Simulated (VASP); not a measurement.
# CuO (Pm-3m) in VASP: a series of runs

Aim: see how the results for CuO move with the level of theory and the settings. Levels: r2SCAN+U, PBE+U. Tasks: single point.

Program: VASP 6.6.1. These are calculated values, not measurements. Logs are shortened: lines on timing, memory, paths and dates and some standing lists are left out, and cuts for length are marked.

## 1. The structure

Symmetry: Pm-3m, No. 221, cubic system. The conventional cell has a = 2.553 Å, b = 2.553 Å, c = 2.553 Å, α = 90.00°, β = 90.00°, γ = 90.00°. Cu (site symmetry m-3m) has 8 O at 2.21 Å as nearest neighbours. Around O (site symmetry m-3m) lie 8 Cu at 2.21 Å.

Measurements of this composition are mostly on another form, of space group No. 15.

## 2. Single point, r2SCAN+U, collinear spin, ferrimagnetic start

Input file INCAR:

```
SYSTEM = CuO
ALGO = Normal
EDIFF = 1E-6
ENCUT = 520
ISIF = 2
ISMEAR = 0
ISPIN = 2
LASPH = .TRUE.
LCHARG = .FALSE.
LDAU = .TRUE.
LDAUJ = 0 0
LDAUL = 2 -1
LDAUPRINT = 1
LDAUTYPE = 2
LDAUU = 4 0
LMAXMIX = 4
LMIXTAU = .TRUE.
LORBIT = 11
LREAL = .FALSE.
LWAVE = .FALSE.
MAGMOM = 0.6 -0.3 0 0
METAGGA = R2SCAN
NELM = 60
PREC = Accurate
SIGMA = 0.05
```

Input file KPOINTS:

```
k-points
0
G
  6 6 6
  0 0 0
```

Input file POSCAR:

```
CuO
1.0
    0.0000000000      2.5525506100      2.5525506100
    2.5525506100      0.0000000000      2.5525506100
    2.5525506100      2.5525506100      0.0000000000
Cu O
2 2
Direct
    0.0000000000      0.0000000000      0.0000000000
    0.5000000000      0.5000000000      0.5000000000
    0.2500000000      0.2500000000      0.2500000000
    0.7500000000      0.7500000000      0.7500000000
```

Potentials or basis: VASP PAW PBE potentials, release 64 (Cu, O).

Launch:

```console
> cat potpaw_PBE.64/Cu/POTCAR potpaw_PBE.64/O/POTCAR > POTCAR
> mpirun -np 1 vasp_std > vasp.out
```

OUTCAR:

```text
SYSTEM = CuO
   EDIFF = 1E-6
   ENCUT = 520
   ISIF = 2
   ISMEAR = 0
   ISPIN = 2
   LASPH = .TRUE.
   LORBIT = 11
   LREAL = .FALSE.
   METAGGA = R2SCAN
   NELM = 60
   PREC = Accurate

 ion  position               nearest neighbor table
   1  0.000  0.000  0.000-   4 2.21   4 2.21   4 2.21   3 2.21   4 2.21   3 2.21   3 2.21   3 2.21
                             2 2.55   2 2.55   2 2.55   2 2.55   2 2.55   2 2.55
   2  0.500  0.500  0.500-   3 2.21   3 2.21   3 2.21   3 2.21   4 2.21   4 2.21   4 2.21   4 2.21
                             1 2.55   1 2.55   1 2.55   1 2.55   1 2.55   1 2.55
   3  0.250  0.250  0.250-   1 2.21   1 2.21   1 2.21   1 2.21   2 2.21   2 2.21   2 2.21   2 2.21

   4  0.750  0.750  0.750-   2 2.21   2 2.21   2 2.21   1 2.21   2 2.21   1 2.21   1 2.21   1 2.21

  LATTYP: Found a face centered cubic cell.
 ALAT       =     5.1051012200

  Lattice vectors:

 A1 = (   0.0000000000,   2.5525506100,   2.5525506100)
 A2 = (   2.5525506100,   0.0000000000,   2.5525506100)
 A3 = (   2.5525506100,   2.5525506100,   0.0000000000)

Analysis of symmetry for initial positions (statically):
=====================================================================
 Subroutine PRICEL returns following result:

  LATTYP: Found a simple cubic cell.
 ALAT       =     2.5525506100

  Lattice vectors:

 A1 = (  -2.5525506100,   0.0000000000,   0.0000000000)
 A2 = (   0.0000000000,   0.0000000000,   2.5525506100)
 A3 = (   0.0000000000,   2.5525506100,   0.0000000000)

   2 primitive cells build up your supercell.

 Routine SETGRP: Setting up the symmetry group for a
 face centered cubic supercell.

 Subroutine GETGRP returns: Found 48 space group operations
 (whereof 48 operations were pure point group operations)
 out of a pool of 48 trial point group operations.

The static configuration has the point symmetry O_h .

Analysis of symmetry for dynamics (positions and initial velocities):
=====================================================================
 Subroutine PRICEL returns following result:

  LATTYP: Found a simple cubic cell.
 ALAT       =     2.5525506100

  Lattice vectors:

 A1 = (  -2.5525506100,   0.0000000000,   0.0000000000)
 A2 = (   0.0000000000,   0.0000000000,   2.5525506100)
 A3 = (   0.0000000000,   2.5525506100,   0.0000000000)

[... 222 lines left out ...]
  o =  0.9913  v =  0.0000 -0.7798  0.0000  0.6261 -0.0000  0.0000  0.0000  0.0000  0.0000  0.0000      0.0000  0.0000  0.0000  0.0000  0.0000  0.0000  0.0000  0.0000  0.0000  0.0000
  o =  0.9913  v =  0.0000 -0.6261  0.0000 -0.7798  0.0000  0.0000  0.0000  0.0000  0.0000  0.0000      0.0000  0.0000  0.0000  0.0000  0.0000  0.0000  0.0000  0.0000  0.0000  0.0000
  o =  0.9913  v =  1.0000  0.0000  0.0000  0.0000  0.0000  0.0000  0.0000  0.0000  0.0000  0.0000      0.0000  0.0000  0.0000  0.0000  0.0000  0.0000  0.0000  0.0000  0.0000  0.0000

 number of electron      33.9999977 magnetization       1.9994009

 Free energy of the ion-electron system (eV)
  ---------------------------------------------------
  ext. energy  EPLUGINS =         0.00000000
  ---------------------------------------------------
  free energy    TOTEN  =       -31.57869862 eV

  energy without entropy =      -31.57691065  energy(sigma->0) =      -31.57780463

 E-fermi :   7.1789     XC(G=0): -14.0674

 val. band max:        7.1193184666   @ k =  -0.1667   0.1667   0.0000
 cond. band min:       7.2211304071   @ k =   0.5000   0.3333   0.0000
 fundamental gap:      0.1018119405
 Fermi energy:         7.1788550135

 spin component 1

 k-point     1 :       0.0000    0.0000    0.0000
  band No.  band energies     occupation
      1     -14.5181      1.00000
      2     -11.4703      1.00000
      3      -0.4896      1.00000
      4      -0.4895      1.00000
      5      -0.4895      1.00000
      6       2.4932      1.00000
[... 373 lines left out ...]
     20      15.7455      0.00000
     21      16.3925      0.00000
 Fermi energy:         7.1788550135

 spin component 2

 k-point     1 :       0.0000    0.0000    0.0000
  band No.  band energies     occupation
      1     -13.4756      1.00000
      2     -10.0151      1.00000
      3       0.5590      1.00000
      4       0.5591      1.00000
      5       0.5591      1.00000
      6       2.7178      1.00000
[... 373 lines left out ...]
     20      16.4088      0.00000
     21      16.7794      0.00000

------------------------ aborting loop because EDIFF is reached ----------------------------------------

  FORCE on cell =-STRESS in cart. coord.  units (eV):
  Direction    XX          YY          ZZ          XY          YZ          ZX
  --------------------------------------------------------------------------------------
  -------------------------------------------------------------------------------------
  Total        2.3268679      2.3268679      2.3268679      0.0000000      0.0000000      0.0000000
  in kB      112.0802842    112.0802842    112.0802842      0.0000000      0.0000000      0.0000000
  external PRESSURE =     112.0802842 kB  Pullay stress =       0.0000000 kB

 VOLUME and BASIS-vectors are now :
 -----------------------------------------------------------------------------
  energy-cutoff  :      520.00
  volume of cell :       33.26
      direct lattice vectors                 reciprocal lattice vectors
     0.000000000  2.552550610  2.552550610    -0.195882502  0.195882502  0.195882502
     2.552550610  0.000000000  2.552550610     0.195882502 -0.195882502  0.195882502
     2.552550610  2.552550610  0.000000000     0.195882502  0.195882502 -0.195882502

 POSITION                                       TOTAL-FORCE (eV/Angst)
 -----------------------------------------------------------------------------------
      0.00000      0.00000      0.00000        -0.000000     -0.000000     -0.000000
      2.55255      2.55255      2.55255        -0.000000     -0.000000     -0.000000
      1.27628      1.27628      1.27628         0.000000      0.000000      0.000000
      3.82883      3.82883      3.82883        -0.000000     -0.000000     -0.000000
 -----------------------------------------------------------------------------------
    total drift:                                0.000000      0.000000      0.000000

  FREE ENERGIE OF THE ION-ELECTRON SYSTEM (eV)
  ---------------------------------------------------
  free  energy   TOTEN  =       -31.5786986169 eV

  energy  without entropy=      -31.5769106516  energy(sigma->0) =      -31.57780463

 total charge

# of ion       s       p       d       tot
------------------------------------------
    1        0.286   0.327   9.347   9.961
    2        0.286   0.327   9.347   9.961
    3        1.601   3.328   0.000   4.929
    4        1.601   3.328   0.000   4.929
--------------------------------------------------
tot          3.775   7.310  18.695  29.780

 magnetization (x)

# of ion       s       p       d       tot
------------------------------------------
    1       -0.025  -0.023   0.437   0.389
    2       -0.025  -0.023   0.437   0.389
    3        0.008   0.573   0.000   0.580
    4        0.008   0.573   0.000   0.580
--------------------------------------------------
tot         -0.035   1.100   0.874   1.939
```

OSZICAR:

```text
N       E                     dE             d eps       ncg     rms          rms(c)
DAV:   1     0.280468907766E+03    0.28047E+03   -0.17427E+04  1440   0.278E+03
DAV:   2    -0.328828425132E+01   -0.28376E+03   -0.27173E+03  1364   0.466E+02
[... 12 lines left out ...]
DAV:  15    -0.315786927926E+02   -0.20043E-03   -0.50515E-04  2056   0.697E-01    0.342E-02
DAV:  16    -0.315786906639E+02    0.21287E-05   -0.49431E-05  2027   0.256E-01    0.161E-02
DAV:  17    -0.315786867483E+02    0.39156E-05   -0.79470E-06  1743   0.915E-02    0.215E-02
DAV:  18    -0.315786937260E+02   -0.69777E-05   -0.15511E-06   839   0.633E-02    0.116E-02
DAV:  19    -0.315786980549E+02   -0.43288E-05   -0.30755E-06  1159   0.104E-01    0.402E-03
DAV:  20    -0.315786986169E+02   -0.56200E-06   -0.22589E-06   941   0.215E-02
   1 F= -.31578699E+02 E0= -.31577805E+02  d E =-.178797E-02  mag=     1.9995
```

Wall time 79 s (1 thread of Intel Xeon 6975P-C (Granite Rapids), shared host); peak memory 0.18 GiB.

What came out:

```yaml
Free_energy: -31.5787 eV
Pressure: 11.2 GPa
Band_gap_on_the_k_mesh: none (metal or under the smearing width)
Net_moment: 2.00 μB per cell
Site_moments: Cu +0.39; O +0.58 μB
Valence_electrons_inside_the_program's_atomic_spheres: Cu 9.96; O 4.93
```

Levels at points of the mesh, in eV from the Fermi level:
Spin up:
| k point | band 16 | band 17 | band 18 | band 19 | band 20 | band 21 |
| --- | --- | --- | --- | --- | --- | --- |
| (0.00, 0.00, 0.00) | -0.85 | -0.85 | -0.85 | 1.96 | 8.29 | 8.29 |
| (0.50, 0.00, 0.00) | -1.64 | -1.64 | -1.64 | 6.90 | 6.90 | 13.54 |
| (0.50, 0.50, 0.00) | -1.97 | -0.65 | -0.65 | 6.36 | 7.94 | 9.20 |
Spin down:
```csv
k point,band 14,band 15,band 16,band 17,band 18,band 19
"(0.00, 0.00, 0.00)",-1.56,-1.56,0.75,0.75,0.75,2.32
"(0.50, 0.00, 0.00)",-1.94,-0.27,-0.27,-0.27,-0.27,7.61
"(0.50, 0.50, 0.00)",-1.83,-1.66,-0.42,0.98,0.98,6.34
```

Eigenvalues of the final occupation matrices:
| site | spin | trace | eigenvalues |
| --- | --- | --- | --- |
| site 1 d | 1 | 4.90 | 0.96 0.96 0.99 0.99 0.99 |
| site 1 d | 2 | 4.47 | 0.85 0.85 0.85 0.96 0.96 |
| site 2 d | 1 | 4.90 | 0.96 0.96 0.99 0.99 0.99 |
| site 2 d | 2 | 4.47 | 0.85 0.85 0.85 0.96 0.96 |

Caveat: the PAW data sets were made with another functional, which shifts forces and pressure a little.

(Continued in part 2 of 2.)
